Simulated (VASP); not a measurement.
## Ru: relaxation of cell and atoms with PBE

Ru:

```
CELL_PARAMETERS angstrom
2.71940 0.00000 0.00000
-1.35970 2.35507 0.00000
0.00000 0.00000 4.29603
ATOMIC_POSITIONS crystal
Ru 0.33333 0.66667 0.25000
Ru 0.66667 0.33333 0.75000
```

| Property | Result |
| --- | --- |
| Program | VASP 6.6.1 |
| Task | relaxation of cell and atoms |
| Functional | PBE |
| Potentials or basis | VASP PAW PBE potentials, release 64 (Ru_pv) |
| Cutoff | 520 eV |
| k mesh | 18 × 18 × 10 |
| Occupations | gaussian, width 0.1 eV |
| Spin | no spin polarisation |
| Further INCAR settings | ALGO = Normal; EDIFF = 1e-07; IBRION = 2; POTIM = 0.3; EDIFFG = -0.005; NSW = 60; ISIF = 3 |

```
Relaxed volume                         : 13.76 Å³/atom
Relaxed cell                           : a = 2.720 Å, b = 2.720 Å, c = 4.296 Å, α = 90.00°, β = 90.00°, γ = 120.00°
Space group after relaxing (to 0.05 Å) : P6_3/mmc (No. 194)
Energy gained by relaxing              : 0.0 meV/atom
Ionic steps                            : 3
Pressure after relaxing                : 0.0 GPa
Band gap on the k mesh                 : none (metal or under the smearing width)
```

Final structure:
```
Ru
1.0
     2.71963    0.00000    0.00000
    -1.35982    2.35527    0.00000
     0.00000    0.00000    4.29642
Ru
2
Cartesian
  0.0000 1.5702 1.0741
  1.3598 0.7851 3.2223
```

Levels at points of the mesh, in eV from the Fermi level:
```csv
k point,band 12,band 13,band 14,band 15,band 16,band 17
"(0.00, 0.00, 0.00)",-1.87,-1.87,-1.37,-1.37,1.16,1.16
"(0.50, 0.00, 0.00)",-1.77,-1.48,1.39,1.80,1.88,4.00
"(0.00, 0.00, 0.50)",-2.70,-2.65,-2.65,0.54,0.54,0.54
"(0.50, 0.00, 0.50)",-1.03,0.45,0.45,1.64,1.64,3.35
```

Run time: 83 s on 1 thread of Intel(R) Xeon(R) Platinum 8488C (Sapphire Rapids) (shared host), peak memory 0.21 GiB.
